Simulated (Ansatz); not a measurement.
Crystal: TaN.

```
CELL_PARAMETERS angstrom
2.93800 0.00000 0.00000
-1.46900 2.54438 0.00000
0.00000 0.00000 2.88300
ATOMIC_POSITIONS crystal
Ta 0.00000 0.00000 0.50000
N 0.66667 0.33333 0.00000
```

Base run:

- Program: Ansatz 0.2.0
- Functional: PBEsol
- Potentials or basis: Ansatz PAW
- Cutoff: 420 eV
- Density cutoff: 1680 eV
- k mesh: 10 × 10 × 9
- Occupations: gaussian, width 0.05 eV
- Spin: no spin polarisation

Its results: pressure -4.9 GPa.

Problem. The run is repeated on the same cell with these changes: functional from PBEsol to LDA; occupations from gaussian, width 0.05 eV to gaussian, width 0.02 eV. What comes out?

Solution. Pressure -11.6 GPa.

Caveats: the PAW data sets come from PBE, with cores solved anew for the run's functional, which leaves a small shift of forces and pressure.

Not every run made on this cell is shown here.
